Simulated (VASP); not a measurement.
# How U changes MnS, part 3 of 3

Aim: follow the moments and the gap of MnS as U grows. The start is a cell from a database of measured crystal structures.

VASP 6.6.1, plane waves and PAW; the level of theory is named at each step.

Still holding for the runs below: The magnetic state follows from one typed start and may not be the lowest.

So far. Step 9 (Series over U, start order AFM, U 6): Energy at zero smearing: -25.09393 eV. Step 9 (Series over U, start order AFM, U 6): The run ends at a pressure of 4.38 GPa.

The database entry behind the starting cell differs from later determinations by our own check (an axis about 0.2 % short against later determinations), so it need not match the best structure at ambient conditions.

### 10. Series over U, start order fm, U 6 (run 2)

This step: PBE, DFT+U (Mn d 6 eV), spin-polarised from a ferromagnetic start; plane waves and PAW (Mn_pv, S) (VASP 6.6.1).

File INCAR:

```
SYSTEM = MnS
PREC = Accurate
ENCUT = 350
EDIFF = 1E-06
NELM = 150
ISMEAR = 0
SIGMA = 0.05
LREAL = .FALSE.
ALGO = Normal
GGA = PE
NBANDS = 28
ISPIN = 2
MAGMOM = 4 4 0 0
LDAU = .TRUE.
LDAUTYPE = 1
LDAUL = 2 -1
LDAUU = 6 0
LDAUJ = 0.5 0
LDAUPRINT = 1
LASPH = .TRUE.
LMAXMIX = 4
LORBIT = 11
LWAVE = .FALSE.
LCHARG = .FALSE.
AMIX = 0.2
BMIX = 1E-04
AMIX_MAG = 0.8
BMIX_MAG = 1E-04
NEDOS = 1200
```

File POSCAR:

```
MnS
1.0
    0.0000000000      2.6045000000      2.6045000000
    2.6045000000      0.0000000000      2.6045000000
    5.2090000000      5.2090000000      0.0000000000
Mn S
2 2
Direct
    0.0000000000      0.0000000000      0.0000000000
    0.0000000000      0.0000000000      0.5000000000
    0.5000000000      0.5000000000      0.2500000000
    0.5000000000      0.5000000000      0.7500000000
```

File KPOINTS:

```
Automatic mesh
0
Gamma
6 6 6
0 0 0
```

Potentials, in the order of the species: Mn_pv and S (PBE family, release 64).

Started as:

```console
$ mpirun -np 1 vasp_std
```

The program printed:

```text
[... set-up lines as in an earlier step ...]
 entering main loop
       N       E                     dE             d eps       ncg     rms          rms(c)
DAV:   1     0.317535613371E+03    0.31754E+03   -0.17346E+04  4048   0.113E+03
DAV:   2    -0.295206180143E+00   -0.31783E+03   -0.30074E+03  3744   0.347E+02
DAV:   3    -0.219034830709E+02   -0.21608E+02   -0.21244E+02  4184   0.970E+01
DAV:   4    -0.224008854043E+02   -0.49740E+00   -0.49572E+00  4084   0.147E+01
[...]
DAV:  14    -0.252403064549E+02   -0.25339E-04   -0.12008E-04  3956   0.797E-02    0.736E-02
DAV:  15    -0.252403078123E+02   -0.13574E-05   -0.19491E-05  4136   0.381E-02    0.349E-02
DAV:  16    -0.252403076278E+02    0.18450E-06   -0.26238E-06  3556   0.132E-02
   1 F= -.25240308E+02 E0= -.25240308E+02  d E =-.350491E-14  mag=    10.0000
```

Wall time 36 s (1 MPI rank of Intel Xeon 6975P-C (Granite Rapids), shared host); peak memory 0.21 GiB.

OUTCAR, selected parts (step 10):

```text
  Total        2.2398964      2.2398964      2.2398964     -0.0054651      0.0054651      0.0054651
  in kB       50.7814904     50.7814904     50.7814904     -0.1239021      0.1239021      0.1239021
  external PRESSURE =      50.7814904 kB  Pullay stress =       0.0000000 kB

 POSITION                                       TOTAL-FORCE (eV/Angst)
 -----------------------------------------------------------------------------------
      0.00000      0.00000      0.00000         0.000000      0.000000      0.000000
      2.60450      2.60450      0.00000        -0.000000      0.000000      0.000000
      2.60450      2.60450      2.60450        -0.000000     -0.000000     -0.000000
      5.20900      5.20900      2.60450         0.000000      0.000000     -0.000000
 -----------------------------------------------------------------------------------
    total drift:                                0.000000      0.000000     -0.000000

  FREE ENERGIE OF THE ION-ELECTRON SYSTEM (eV)
  ---------------------------------------------------
  free  energy   TOTEN  =       -25.2403076278 eV

  energy  without entropy=      -25.2403076278  energy(sigma->0) =      -25.24030763

 magnetization (x)
# of ion       s       p       d       tot
------------------------------------------
    1        0.047   0.038   4.557   4.642
    2        0.047   0.038   4.557   4.642
    3        0.018   0.045   0.000   0.063
    4        0.018   0.045   0.000   0.063
--------------------------------------------------
tot          0.131   0.164   9.114   9.409

[... 2 parts as in an earlier step ...]

[... 1 further part left out ...]
[key lines of the parts left out:]
E-fermi :   6.5231
```

Energy at zero smearing: -25.24031 eV.

The run ends at a pressure of 5.08 GPa.

### 11. Series over U, start order AFM, U 6 (run 2)

This step: PBE, DFT+U (Mn d 6 eV), spin-polarised from an antiferromagnetic start; plane waves and PAW (Mn_pv, S) (VASP 6.6.1).

Changes to INCAR since step 10:

```diff
@@ -12,3 +12,3 @@
 ISPIN = 2
-MAGMOM = 4 4 0 0
+MAGMOM = 4 -4 0 0
 LDAU = .TRUE.
```

POSCAR is that of step 10.

KPOINTS is that of step 10.

Started as:

```console
$ mpirun -np 1 vasp_std
```

The program printed:

```text
[... set-up lines as in an earlier step ...]
 entering main loop
       N       E                     dE             d eps       ncg     rms          rms(c)
DAV:   1     0.318681866071E+03    0.31868E+03   -0.17243E+04  4024   0.112E+03
DAV:   2     0.176742760277E-01   -0.31866E+03   -0.30630E+03  3700   0.349E+02
DAV:   3    -0.221158493411E+02   -0.22134E+02   -0.21842E+02  4156   0.989E+01
DAV:   4    -0.226188881609E+02   -0.50304E+00   -0.50200E+00  4124   0.152E+01
[...]
DAV:  14    -0.253075847215E+02   -0.58977E-04   -0.86897E-05  3964   0.977E-02    0.325E-02
DAV:  15    -0.253075888266E+02   -0.41050E-05   -0.26497E-05  4212   0.444E-02    0.215E-02
DAV:  16    -0.253075889213E+02   -0.94751E-07   -0.29256E-06  4036   0.923E-03
   1 F= -.25307589E+02 E0= -.25307589E+02  d E =-.112147E-13  mag=    -0.0000
```

The job ended after 38 s (1 MPI rank; peak memory 0.21 GiB).

OUTCAR, selected parts (step 11):

```text
  Total        1.7295803      1.7295803      1.7295803     -0.0805611      0.0805611      0.0805611
  in kB       39.2119313     39.2119313     39.2119313     -1.8264292      1.8264292      1.8264292
  external PRESSURE =      39.2119313 kB  Pullay stress =       0.0000000 kB

 POSITION                                       TOTAL-FORCE (eV/Angst)
 -----------------------------------------------------------------------------------
      0.00000      0.00000      0.00000         0.000000      0.000000      0.000000
      2.60450      2.60450      0.00000        -0.000000     -0.000000     -0.000000
      2.60450      2.60450      2.60450         0.000000      0.000000     -0.000000
      5.20900      5.20900      2.60450        -0.000000     -0.000000      0.000000
 -----------------------------------------------------------------------------------
    total drift:                                0.000000      0.000000     -0.000000

  FREE ENERGIE OF THE ION-ELECTRON SYSTEM (eV)
  ---------------------------------------------------
  free  energy   TOTEN  =       -25.3075889213 eV

  energy  without entropy=      -25.3075889213  energy(sigma->0) =      -25.30758892

 magnetization (x)
# of ion       s       p       d       tot
------------------------------------------
    1        0.027   0.023   4.528   4.577
    2       -0.027  -0.023  -4.528  -4.577
    3        0.000   0.000   0.000   0.000
    4        0.000   0.000   0.000   0.000
--------------------------------------------------
tot          0.000   0.000  -0.000  -0.000

[... 2 parts as in an earlier step ...]

[... 1 further part left out ...]
[key lines of the parts left out:]
E-fermi :   5.9730
```

Energy at zero smearing: -25.30759 eV.

The run ends at a pressure of 3.92 GPa.

### 12. Summary

This step: DFT+U series, PBE; plane waves and PAW (VASP 6.6.1).

Derived from the runs above.

Energies at different U are not comparable. U series, by row:

```csv
U (eV),J (eV),LDAUTYPE,start,energy (eV/atom),mean moment (μB),gap on the mesh (eV),pressure (GPa)
0,0,-,fm,-7.035,4.257,0,-3.132
0,0,-,afm,-7.102,4.2,0.8682,-3.359
2,0,2,fm,-6.718,4.5,0,2.083
2,0,2,afm,-6.771,4.383,1.663,-0.08572
3,0,2,fm,-6.59,4.553,0.1878,3.269
3,0,2,afm,-6.629,4.45,1.998,1.253
6,0,2,fm,-6.26,4.657,1.234,5.403
6,0,2,afm,-6.273,4.598,2.463,4.377
6,0.5,1,fm,-6.31,4.642,1.076,5.078
6,0.5,1,afm,-6.327,4.577,2.428,3.921
```

### 13. What came out

* U = 0 eV, J = 0 eV, fm start: mean size of the moments 4.26 μB
* U = 0 eV, J = 0 eV, afm start: mean size of the moments 4.20 μB
* U = 2 eV, J = 0 eV, fm start: mean size of the moments 4.50 μB
* U = 2 eV, J = 0 eV, afm start: mean size of the moments 4.38 μB
* U = 3 eV, J = 0 eV, fm start: mean size of the moments 4.55 μB
* U = 3 eV, J = 0 eV, afm start: mean size of the moments 4.45 μB
* U = 6 eV, J = 0 eV, fm start: mean size of the moments 4.66 μB
* U = 6 eV, J = 0 eV, afm start: mean size of the moments 4.60 μB
* U = 6 eV, J = 0.5 eV, fm start: mean size of the moments 4.64 μB
* U = 6 eV, J = 0.5 eV, afm start: mean size of the moments 4.58 μB

For the ferromagnetic start without J, from U = 0 to 6 eV the mean moment goes from 4.26 to 4.66 μB, the gap on the mesh from 0.00 to 1.23 eV, and the pressure goes from -3.1 to 5.4 GPa. At U = 0, 2, 3 and 6 eV the other start ends lower in energy than the ferromagnetic one, so this line doesn't follow the lower state. A jump between neighbouring rows can also mean that the runs ended in different spin or orbital states. U acts inside the PAW spheres, so the same number means something else in a code with other projectors.

[Lines on the potential files, build, host, timing and source positions are cut from VASP's logs without a mark.]

[Logs are printed without paths, hosts, clocks, repeated set-up lines and the standing remarks that a program may print on its own settings, such as how far it seeks lower states.]

[Hosts, paths, dates, database ids (printed as entryN), source tags and the programs' standing remarks are cut or masked in the printed files.]

[In band tables of VASP the shares of atoms and orbitals are scaled to a sum of 1 inside the atoms' spheres.]

[Runs that stopped without an error message from VASP are left out.]
